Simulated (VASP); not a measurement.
# InAs (F-43m) in VASP: notebook

Runs on InAs. Level: PBE. Tasks: single point.

Everything below comes from runs of VASP 6.6.1. Logs are shortened: lines on timing, memory, paths and dates and some standing lists are left out, and cuts for length are marked.

**Measured values to compare with.**

From a printed reference work, data compilation, for a bulk crystal of InAs at 4.2 K: band gap 0.418 eV (direct).

How close the calculation comes is told below.

**1. The cell of the first run**

It takes space group F-43m (No. 216, cubic). Conventional cell: a = 6.063 Å, b = 6.063 Å, c = 6.063 Å, α = 90.00°, β = 90.00°, γ = 90.00°. Within 3.5 Å of In (site symmetry -43m) lie 4 As at 2.63 Å. As (site symmetry -43m) has 4 In at 2.63 Å within 3.5 Å.

**2. Single point, PBE (27.85 Å³/atom)**

Contents of INCAR:

```
SYSTEM = InAs
PREC = Accurate
ENCUT = 520
EDIFF = 1E-7
ISMEAR = -1
SIGMA = 0.02
LREAL = .FALSE.
LASPH = .TRUE.
NELM = 80
ALGO = Normal
ISIF = 2
LWAVE = .FALSE.
LCHARG = .FALSE.
GGA = PE
NBANDS = 16
```

Contents of KPOINTS:

```
regular mesh
0
G
  6 6 6
  0 0 0
```

Contents of POSCAR:

```
InAs
1.0
    0.0000000000      3.0312969024      3.0312969024
    3.0312969024      0.0000000000      3.0312969024
    3.0312969024      3.0312969024      0.0000000000
In As
1 1
Direct
    0.0000000000      0.0000000000      0.0000000000
    0.2500000000      0.2500000000      0.2500000000
```

Potentials or basis: VASP PAW PBE potentials, release 64 (In_d, As).

Run with:

```sh
> cat potpaw_PBE.64/In_d/POTCAR potpaw_PBE.64/As/POTCAR > POTCAR
> mpirun -np 1 vasp_std > vasp.out
```

OUTCAR:

```text
SYSTEM = InAs
   PREC = Accurate
   ENCUT = 520
   EDIFF = 1E-7
   ISMEAR = -1
   LREAL = .FALSE.
   LASPH = .TRUE.
   NELM = 80
   ISIF = 2
   GGA = PE

 ion  position               nearest neighbor table
   1  0.000  0.000  0.000-   2 2.63   2 2.63   2 2.63   2 2.63
   2  0.250  0.250  0.250-   1 2.63   1 2.63   1 2.63   1 2.63

  LATTYP: Found a face centered cubic cell.
 ALAT       =     6.0625938048

  Lattice vectors:

 A1 = (   0.0000000000,   3.0312969024,   3.0312969024)
 A2 = (   3.0312969024,   0.0000000000,   3.0312969024)
 A3 = (   3.0312969024,   3.0312969024,   0.0000000000)

Analysis of symmetry for initial positions (statically):
=====================================================================
 Subroutine PRICEL returns:
 Original cell was already a primitive cell.

 Routine SETGRP: Setting up the symmetry group for a
 face centered cubic supercell.

 Subroutine GETGRP returns: Found 24 space group operations
 (whereof 24 operations were pure point group operations)
 out of a pool of 48 trial point group operations.

The static configuration has the point symmetry T_d .

Analysis of symmetry for dynamics (positions and initial velocities):
=====================================================================
 Subroutine PRICEL returns:
 Original cell was already a primitive cell.

 Routine SETGRP: Setting up the symmetry group for a
 face centered cubic supercell.

 Subroutine GETGRP returns: Found 24 space group operations
 (whereof 24 operations were pure point group operations)
 out of a pool of 48 trial point group operations.

The dynamic configuration has the point symmetry T_d .

 Subroutine INISYM returns: Found 24 space group operations
 (whereof 24 operations are pure point group operations),
 and found     1 'primitive' translations

----------------------------------------------------------------------------------------

                                     Primitive cell

  volume of cell :      55.7077

  direct lattice vectors                    reciprocal lattice vectors
     0.000000000  3.031296902  3.031296902    -0.164945901  0.164945901  0.164945901
     3.031296902  0.000000000  3.031296902     0.164945901 -0.164945901  0.164945901
     3.031296902  3.031296902  0.000000000     0.164945901  0.164945901 -0.164945901

  length of vectors
     4.286901191  4.286901191  4.286901191     0.285694682  0.285694682  0.285694682

  position of ions in fractional coordinates (direct lattice)
     0.000000000  0.000000000  0.000000000
     0.250000000  0.250000000  0.250000000

  ion indices of the primitive-cell ions
   primitive index   ion index
                 1           1
                 2           2

----------------------------------------------------------------------------------------

 KPOINTS: regular mesh

Automatic generation of k-mesh.
 Grid dimensions read from file:
 generate k-points for:    6    6    6

 Generating k-lattice:

  Cartesian coordinates                     Fractional coordinates (reciprocal lattice)
    -0.027490984  0.027490984  0.027490984     0.166666667  0.000000000  0.000000000
     0.027490984 -0.027490984  0.027490984     0.000000000  0.166666667  0.000000000
     0.027490984  0.027490984 -0.027490984     0.000000000  0.000000000  0.166666667

  Length of vectors
     0.047615780  0.047615780  0.047615780

  Shift w.r.t. Gamma in fractional coordinates (k-lattice)
     0.000000000  0.000000000  0.000000000

 Subroutine IBZKPT returns following result:
 ===========================================

 Found     16 irreducible k-points:

 Following reciprocal coordinates:
            Coordinates               Weight
  0.000000  0.000000  0.000000      1.000000
  0.166667  0.000000  0.000000      8.000000
  0.333333  0.000000  0.000000      8.000000
  0.500000  0.000000  0.000000      4.000000
  0.166667  0.166667  0.000000      6.000000
  0.333333  0.166667  0.000000     24.000000
[... 8 lines left out ...]
 -0.333333  0.333333  0.166667     24.000000
 -0.333333  0.500000  0.166667     12.000000
   k-points           NKPTS =     16   k-points in BZ     NKDIM =     16   number of bands    NBANDS=     16
   number of dos      NEDOS =    301   number of ions     NIONS =      2
   total plane-waves  NPLWV =  32768
   dimension x,y,z NGX =    32 NGY =   32 NGZ =   32
   dimension x,y,z NGXF=    64 NGYF=   64 NGZF=   64
   ions per type =               1   1
   NGX,Y,Z   is equivalent  to a cutoff of  12.41, 12.41, 12.41 a.u.
   NGXF,Y,Z  is equivalent  to a cutoff of  24.82, 24.82, 24.82 a.u.
 SYSTEM =  InAs
   PREC   = accura    normal or accurate (medium, high low for compatibility)
   ISTART =      0    job   : 0-new  1-cont  2-samecut
   ICHARG =      2    charge: 1-file 2-atom 10-const
   ISPIN  =      1    spin polarized calculation?
   LNONCOLLINEAR =      F non collinear calculations
   LSORBIT =      F    spin-orbit coupling
   LASPH  =      T    aspherical Exc in radial PAW
   ENCUT  =  520.0 eV  38.22 Ry    6.18 a.u.   7.97  7.97  7.97*2*pi/ulx,y,z
   NELM   =     80;   NELMIN=  2; NELMDL= -5     # of ELM steps
   EDIFF  = 0.1E-06   stopping-criterion for ELM
   LREAL  =      F    real-space projection
   EDIFFG = 0.1E-05   stopping-criterion for IOM
   NSW    =      0    number of steps for IOM
   IBRION =     -1    ionic relax: 0-MD 1-quasi-New 2-CG
   NFREE  =      0    steps in history (QN), initial steepest desc. (CG)
   ISIF   =      2    stress and relaxation
   ISYM   =      2    0-nonsym 1-usesym 2-fastsym
   POTIM  = 0.5000    time-step for ionic-motion
   TEBEG  =    0.0;   TEEND  =   0.0 temperature during run
   PSTRESS=    0.0 pullay stress
   NELECT =      18.0000    total number of electrons
   NUPDOWN=      -1.0000    fix difference up-down
   EMIN   =  10.00;   EMAX   =-10.00  energy-range for DOS
   EFERMI =   0.00;   METHOD = LEGACY
   ISMEAR =    -1;   SIGMA  =   0.02  broadening in eV -4-tet -1-fermi 0-gaus
   EFERMI_NEDOS =   21; number of points for ismear=-14 and -15
   IALGO  =     38    algorithm
   IMIX   =      4    mixing-type and parameters
     AMIX     =   0.40;   BMIX     =  1.00
     AMIX_MAG =   1.60;   BMIX_MAG =  1.00
  volume/ion in A,a.u.               =      27.85       187.97
  Fermi-wavevector in a.u.,A,eV,Ry     =   1.123381  2.122883 17.170356  1.261986
  Thomas-Fermi vector in A             =   2.260047
   LORBIT       =      0    0 simple, 1 ext, 2 COOP (PROOUT), +10 PAW based schemes
   GGA     = PE    functional components
   LHFCALC =     F    Hartree Fock is set to
   AEXX    =    0.0000 exact exchange contribution
   IVDW    =     0    specifies the selected vdW correction
   LEPSILON=     F    determine dielectric tensor
   LRPA    =     F    only Hartree local field effects (RPA)
 non-spin polarized calculation
  energy-cutoff  :      520.00
  volume of cell :       55.71
 maximum number of plane-waves:      1524
   NGX = 15   NGY = 15   NGZ = 15

 number of electron      17.9999990 magnetization

 Free energy of the ion-electron system (eV)
  ---------------------------------------------------
  ext. energy  EPLUGINS =         0.00000000
  ---------------------------------------------------
  free energy    TOTEN  =        -7.66420661 eV

  energy without entropy =       -7.66385298  energy(sigma->0) =       -7.66402980

 E-fermi :   4.4504     XC(G=0):  -9.0559

 val. band max:        4.4364933492   @ k =   0.0000   0.0000   0.0000
 cond. band min:       5.3736317612   @ k =   0.5000   0.0000   0.0000
 fundamental gap:      0.9371384120
 Fermi energy:         4.4503563072

 k-point     1 :       0.0000    0.0000    0.0000
  band No.  band energies     occupation
      1      -9.9462      2.00000
      2      -9.9462      2.00000
      3      -9.9462      2.00000
      4      -9.8239      2.00000
      5      -9.8239      2.00000
      6      -7.3749      2.00000
[... 8 lines left out ...]
     15      14.0935      0.00000
     16      14.0935      0.00000

 k-point     2 :       0.1667    0.0000    0.0000
  band No.  band energies     occupation
      1      -9.9786      2.00000
      2      -9.9367      2.00000
      3      -9.9367      2.00000
      4      -9.8239      2.00000
      5      -9.8239      2.00000
      6      -7.0966      2.00000
[... 8 lines left out ...]
     15      13.0211      0.00000
     16      13.0211      0.00000

 k-point     3 :       0.3333    0.0000    0.0000
  band No.  band energies     occupation
      1     -10.0378      2.00000
      2      -9.9212      2.00000
      3      -9.9212      2.00000
      4      -9.8202      2.00000
      5      -9.8202      2.00000
      6      -6.4049      2.00000
[... 8 lines left out ...]
     15      13.4946      0.00000
     16      13.4946      0.00000

 k-point     4 :       0.5000    0.0000    0.0000
  band No.  band energies     occupation
      1     -10.0651      2.00000
      2      -9.9156      2.00000
      3      -9.9156      2.00000
      4      -9.8160      2.00000
      5      -9.8160      2.00000
      6      -5.9283      2.00000
[... 8 lines left out ...]
     15      15.1573      0.00000
     16      15.1573      0.00000
[... 172 lines left out ...]
 k-point    14 :       0.5000    0.3333    0.1667
  band No.  band energies     occupation
      1     -10.0782      2.00000
      2      -9.9032      2.00000
      3      -9.8912      2.00000
      4      -9.8384      2.00000
      5      -9.8128      2.00000
      6      -5.8807      2.00000
[... 8 lines left out ...]
     15      15.0167      0.00000
     16      16.3633      0.00000

 k-point    15 :      -0.3333    0.3333    0.1667
  band No.  band energies     occupation
      1     -10.0902      2.00000
      2      -9.9027      2.00000
      3      -9.8832      2.00000
      4      -9.8345      2.00000
      5      -9.8164      2.00000
      6      -5.5150      2.00000
[... 8 lines left out ...]
     15      15.2532      0.00000
     16      16.1658      0.00000

 k-point    16 :      -0.3333    0.5000    0.1667
  band No.  band energies     occupation
      1     -10.1062      2.00000
      2      -9.8896      2.00000
      3      -9.8729      2.00000
      4      -9.8451      2.00000
      5      -9.8108      2.00000
      6      -5.3571      2.00000
[... 8 lines left out ...]
     15      16.0278      0.00000
     16      16.2513      0.00000

------------------------ aborting loop because EDIFF is reached ----------------------------------------

  FORCE on cell =-STRESS in cart. coord.  units (eV):
  Direction    XX          YY          ZZ          XY          YZ          ZX
  --------------------------------------------------------------------------------------
  -------------------------------------------------------------------------------------
  Total        1.2355779      1.2355779      1.2355779      0.0000000     -0.0000000     -0.0000000
  in kB       35.5357341     35.5357341     35.5357341      0.0000000     -0.0000000     -0.0000000
  external PRESSURE =      35.5357341 kB  Pullay stress =       0.0000000 kB

 VOLUME and BASIS-vectors are now :
 -----------------------------------------------------------------------------
  energy-cutoff  :      520.00
  volume of cell :       55.71
      direct lattice vectors                 reciprocal lattice vectors
     0.000000000  3.031296902  3.031296902    -0.164945901  0.164945901  0.164945901
     3.031296902  0.000000000  3.031296902     0.164945901 -0.164945901  0.164945901
     3.031296902  3.031296902  0.000000000     0.164945901  0.164945901 -0.164945901

 POSITION                                       TOTAL-FORCE (eV/Angst)
 -----------------------------------------------------------------------------------
      0.00000      0.00000      0.00000        -0.000000     -0.000000     -0.000000
      1.51565      1.51565      1.51565         0.000000      0.000000      0.000000
 -----------------------------------------------------------------------------------
    total drift:                               -0.000000     -0.000000     -0.000000

  FREE ENERGIE OF THE ION-ELECTRON SYSTEM (eV)
  ---------------------------------------------------
  free  energy   TOTEN  =        -7.6642066149 eV

  energy  without entropy=       -7.6638529829  energy(sigma->0) =       -7.66402980
```

It took 25 s on 1 thread of Intel Xeon Platinum 8259CL at 2.50GHz (Skylake/Cascade Lake), shared host; peak memory 0.18 GiB.

What came out:

```yaml
Free_energy: -7.6642 eV
Pressure: 3.6 GPa
Band_gap_on_the_k_mesh: zero (filled and empty bands touch)
```

Levels at points of the mesh, in eV from the Fermi level:
| k point | band 5 | band 6 | band 7 | band 8 | band 9 | band 10 | band 11 | band 12 | band 13 | band 14 |
| --- | --- | --- | --- | --- | --- | --- | --- | --- | --- | --- |
| (0.00, 0.00, 0.00) | -14.27 | -11.83 | -0.25 | -0.01 | -0.01 | -0.01 | 3.89 | 3.89 | 3.89 | 7.47 |
| (0.50, 0.00, 0.00) | -14.27 | -10.38 | -5.74 | -0.99 | -0.99 | 0.92 | 4.65 | 4.65 | 6.83 | 8.98 |
| (0.50, 0.50, 0.00) | -14.25 | -9.84 | -5.82 | -2.31 | -2.31 | 1.54 | 2.04 | 9.12 | 9.20 | 9.20 |

Caveat: the cell stands under pressure; semilocal functionals underestimate gaps, so a narrow gap can read as zero; spin-orbit coupling is left out, which moves the levels of the heavy elements.

**3. Single point, PBE**

This run uses another cell than the first one, of 29.63 Å³/atom.

Contents of INCAR:

```
SYSTEM = InAs
PREC = Accurate
ENCUT = 520
EDIFF = 1E-6
ISMEAR = -1
SIGMA = 0.02
LREAL = .FALSE.
LASPH = .TRUE.
NELM = 60
ALGO = Normal
ISIF = 2
LWAVE = .FALSE.
LCHARG = .TRUE.
GGA = PE
LELF = .TRUE.
LVHAR = .TRUE.
NBANDS = 16
```

KPOINTS is that of step 2.

Contents of POSCAR:

```
InAs
1.0
    0.0000000000      3.0944670156      3.0944670156
    3.0944670156      0.0000000000      3.0944670156
    3.0944670156      3.0944670156      0.0000000000
In As
1 1
Direct
    0.0000000000      0.0000000000      0.0000000000
    0.2500000000      0.2500000000      0.2500000000
```

Potentials or basis: VASP PAW PBE potentials, release 64 (In_d, As).

Run with:

```sh
> cat potpaw_PBE.64/In_d/POTCAR potpaw_PBE.64/As/POTCAR > POTCAR
> mpirun -np 1 vasp_std > vasp.out
```

It took 25 s on 1 thread of Intel Xeon Platinum 8259CL at 2.50GHz (Skylake/Cascade Lake), shared host; peak memory 0.2 GiB.

Results (log left out):

```yaml
Free_energy: -7.7025 eV
Pressure: 0.0 GPa
Band_gap_on_the_k_mesh: zero (filled and empty bands touch)
```

Levels at points of the mesh, in eV from the Fermi level:
| k point | band 6 | band 7 | band 8 | band 9 | band 10 | band 11 | band 12 | band 13 |
| --- | --- | --- | --- | --- | --- | --- | --- | --- |
| (0.00, 0.00, 0.00) | -11.45 | -0.56 | -0.01 | -0.01 | -0.01 | 3.85 | 3.85 | 3.85 |
| (0.50, 0.00, 0.00) | -10.18 | -5.45 | -0.91 | -0.91 | 0.79 | 4.61 | 4.61 | 6.73 |
| (0.50, 0.50, 0.00) | -9.71 | -5.57 | -2.11 | -2.11 | 1.64 | 2.02 | 8.74 | 8.77 |

Caveat: semilocal functionals underestimate gaps, so a narrow gap can read as zero; spin-orbit coupling is left out, which moves the levels of the heavy elements.

**4. Single point, PBE (28.74 Å³/atom)**

This run uses another cell than the first one, of 28.74 Å³/atom.

Contents of INCAR:

```
SYSTEM = InAs
PREC = Accurate ; ENCUT = 520
EDIFF = 1E-7 ; ISMEAR = -1
SIGMA = 0.02 ; LREAL = .FALSE.
LASPH = .TRUE. ; NELM = 60
ALGO = Normal ; ISIF = 2
LWAVE = .FALSE. ; LCHARG = .TRUE.
GGA = PE ; LELF = .TRUE.
LVHAR = .TRUE. ; NBANDS = 16
```

Contents of KPOINTS:

```
Automatic mesh
0
G
  6 6 6
  0 0 0
```

Contents of POSCAR:

```
InAs
1.0
    0.0000000000      3.0632076359      3.0632076359
    3.0632076359      0.0000000000      3.0632076359
    3.0632076359      3.0632076359      0.0000000000
In As
1 1
Direct
    0.0000000000      0.0000000000      0.0000000000
    0.2500000000      0.2500000000      0.2500000000
```

Run with:

```sh
> cat potpaw_PBE.64/In_d/POTCAR potpaw_PBE.64/As/POTCAR > POTCAR
> mpirun -np 1 vasp_std > vasp.out
```

Run time: 28 s. Hardware: 1 thread of Intel Xeon Platinum 8259CL at 2.50GHz (Skylake/Cascade Lake), shared host; peak memory 0.18 GiB.

Results (log left out):

| Quantity | Value |
| --- | --- |
| Free energy | -7.6931 eV |
| Pressure | 1.7 GPa |
| Band gap on the k mesh | zero (filled and empty bands touch) |

Levels at points of the mesh, in eV from the Fermi level:
```
           k point  band 5  band 6  band 7  band 8  band 9  band 10  band 11  band 12  band 13  band 14
(0.00, 0.00, 0.00)  -14.23  -11.63   -0.41   -0.01   -0.01    -0.01     3.87     3.87     3.87     7.36
(0.50, 0.00, 0.00)  -14.22  -10.28   -5.59   -0.95   -0.95     0.86     4.63     4.63     6.79     8.82
(0.50, 0.50, 0.00)  -14.21   -9.78   -5.69   -2.21   -2.21     1.59     2.04     8.92     8.98     8.98
```

Caveat: semilocal functionals underestimate gaps, so a narrow gap can read as zero; spin-orbit coupling is left out, which moves the levels of the heavy elements.

**5. Single point, PBE (30.52 Å³/atom)**

This run uses another cell than the first one, of 30.52 Å³/atom.

Contents of INCAR:

```
SYSTEM = InAs
PREC = Accurate ; ENCUT = 520
EDIFF = 1E-7 ; ISMEAR = -1
SIGMA = 0.02 ; LREAL = .False.
LASPH = .True. ; NELM = 60
ALGO = Normal ; ISIF = 2
LWAVE = .False. ; LCHARG = .False.
GGA = PE ; NBANDS = 16
```

Contents of KPOINTS:

```
Automatic mesh
0
Gamma
  6 6 6
  0 0 0
```

Contents of POSCAR:

```
InAs
1.0
    0.0000000000      3.1251072956      3.1251072956
    3.1251072956      0.0000000000      3.1251072956
    3.1251072956      3.1251072956      0.0000000000
In As
1 1
Direct
    0.0000000000      0.0000000000      0.0000000000
    0.2500000000      0.2500000000      0.2500000000
```

Run with:

```sh
> cat potpaw_PBE.64/In_d/POTCAR potpaw_PBE.64/As/POTCAR > POTCAR
> mpirun -np 1 vasp_std > vasp.out
```

Run time: 23 s. Hardware: 1 thread of Intel Xeon Platinum 8259CL at 2.50GHz (Skylake/Cascade Lake), shared host; peak memory 0.21 GiB.

Results (log left out):

```yaml
Free_energy: -7.6957 eV
Pressure: -1.3 GPa
Band_gap_on_the_k_mesh: zero (filled and empty bands touch)
```

Levels at points of the mesh, in eV from the Fermi level:
```
           k point  band 5  band 6  band 7  band 8  band 9  band 10  band 11  band 12  band 13  band 14
(0.00, 0.00, 0.00)  -14.16  -11.28   -0.71   -0.01   -0.01    -0.01     3.83     3.83     3.83     7.16
(0.50, 0.00, 0.00)  -14.15  -10.10   -5.32   -0.87   -0.87     0.73     4.59     4.59     6.67     8.54
(0.50, 0.50, 0.00)  -14.14   -9.66   -5.46   -2.03   -2.03     1.68     2.01     8.56     8.57     8.57
```

Caveat: semilocal functionals underestimate gaps, so a narrow gap can read as zero; spin-orbit coupling is left out, which moves the levels of the heavy elements.

**6. Summary**

| cell | gap on the mesh (eV) | pressure (GPa) |
| --- | --- | --- |
| a = 4.287 Å, angles 60.0°, 2 atoms | none | 3.6 |
| a = 4.376 Å, angles 60.0°, 2 atoms | none | 0.0 |
| a = 4.332 Å, angles 60.0°, 2 atoms | none | 1.7 |
| a = 4.420 Å, angles 60.0°, 2 atoms | none | -1.3 |

Alike in all rows: task single point; level PBE; potentials or basis VASP PAW PBE potentials, release 64 (In_d, As); no spin polarisation; k mesh 6 × 6 × 6; cutoff (eV) 520; smearing fermi-dirac 0.02 eV.

Caveats: semilocal functionals underestimate gaps, so a narrow gap can read as zero; spin-orbit coupling is left out, which moves the levels of the heavy elements; the cell stands under pressure (at least some runs).

Absolute energies hang on the potentials; compare differences alone.

**7. Against experiment**

Step 3. A measured gap of InAs is 0.418 eV (direct; 4.2 K; a printed reference work, data compilation); the calculated 0.00 eV misses it by -0.42 eV. Spin-orbit coupling on As, In is left out. The value is that of PBE on a finite k mesh, which can miss the band edges, without temperature or zero-point motion. Semilocal functionals fall short of measured gaps as a rule.
